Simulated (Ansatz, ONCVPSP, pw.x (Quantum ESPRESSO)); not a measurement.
# pw.x on sc Mo: one setting changed

Potential: optimised norm-conserving Vanderbilt (ONCV), ONCVPSP 4.0.1.1 (patched build), LDA (Perdew-Wang 92); core [Ar] 3d10, reference 4s2 4p6 4d5 5p1; waves: 4s: rc 1.50 bohr, ncon 4, nbas 8, qcut 8.9 1/bohr, 1 projector; 4p+5p: rc 2.35 bohr, ncon 4, nbas 7, qcut 5.7 1/bohr, 2 projectors; 4d: rc 2.15 bohr, ncon 4, nbas 9, qcut 7.6 1/bohr, 2 projectors, debl 1.6 Ha; local part: polynomial inside 1.35 bohr (lpopt 2, dvloc0 -1 Ha); core correction: Teter function, fcfact 3.25, rcfact 1.25.

The reference run (k-mesh 13³, cutoffs 75/300 Ry, Fermi–Dirac 0.01 Ry, mixing_beta 0.4, conv_thr 1e-9, no spin) gives -1.33 GPa at 16.819 Å³/atom, where all-electron LAPW gives -1.72 GPa. This run, with its own iteration cap, changes k-mesh points per axis to 4.

```
&control
  calculation='scf', prefix='x', pseudo_dir='./', outdir='./tmp', tstress=.true., disk_io='none'
/
&system
  ibrav=0, nat=1, ntyp=1, ecutwfc=75, ecutrho=300, nbnd=15,
  occupations='smearing', smearing='fd', degauss=0.01
/
&electrons
  conv_thr=1e-09, mixing_beta=0.4, electron_maxstep=50
/
ATOMIC_SPECIES
Mo 1.0 Mo.UPF
CELL_PARAMETERS angstrom
  2.56212348 0.00000000 0.00000000
  0.00000000 2.56212348 0.00000000
  0.00000000 0.00000000 2.56212348
ATOMIC_POSITIONS crystal
Mo 0.0000 0.0000 0.0000
K_POINTS automatic
4 4 4 0 0 0
```

```bash
pw.x < Mo.scf.in > Mo.scf.out
```

How does the run end?

It converges in 9 iterations; the free energy moves by +408.4 meV/atom and the pressure by +6.84 GPa.

```
Message from routine setup:
     using ibrav=0 with symmetry is DISCOURAGED, use correct ibrav instead
     lattice parameter (alat)  =       4.8417  a.u.
     unit-cell volume          =     113.5002 (a.u.)^3
     number of electrons       =        14.00
     number of Kohn-Sham states=           15
     kinetic-energy cutoff     =      75.0000  Ry
     charge density cutoff     =     300.0000  Ry
     scf convergence threshold =      1.0E-09
     Exchange-correlation= SLA  PW   NOGX NOGC
     number of k points=    10  Fermi-Dirac smearing, width (Ry)=  0.0100
     iteration #  1     ecut=    75.00 Ry     beta= 0.40
     total energy              =    -140.53751051 Ry
     estimated scf accuracy    <       0.15796860 Ry
     iteration #  2     ecut=    75.00 Ry     beta= 0.40
     total energy              =    -140.55153352 Ry
     estimated scf accuracy    <       0.01125755 Ry
     iteration #  3     ecut=    75.00 Ry     beta= 0.40
     total energy              =    -140.55262147 Ry
     estimated scf accuracy    <       0.00159100 Ry
     [... 3 iterations left out ...]
     iteration #  7     ecut=    75.00 Ry     beta= 0.40
     total energy              =    -140.55275522 Ry
     estimated scf accuracy    <       0.00000009 Ry
     iteration #  8     ecut=    75.00 Ry     beta= 0.40
     total energy              =    -140.55275523 Ry
     estimated scf accuracy    <          1.6E-09 Ry
     iteration #  9     ecut=    75.00 Ry     beta= 0.40
     the Fermi energy is    19.3144 ev
!    total energy              =    -140.55275523 Ry
     estimated scf accuracy    <          8.4E-10 Ry
     smearing contrib. (-TS)   =      -0.00615363 Ry
     The total energy is F=E-TS. E is the sum of the following terms:
     one-electron contribution =     -26.31618111 Ry
     hartree contribution      =      20.97157925 Ry
     xc contribution           =     -20.34379600 Ry
     ewald contribution        =    -114.85820374 Ry
     convergence has been achieved in   9 iterations
          total   stress  (Ry/bohr**3)                   (kbar)     P=       55.07
     Message from routine punch:
     Nothing written, as per user request (disk_io='none')
```

The run took about 2.4 s on one core of a shared host (Neoverse-V1, 32 threads, 247 GiB, load 22).
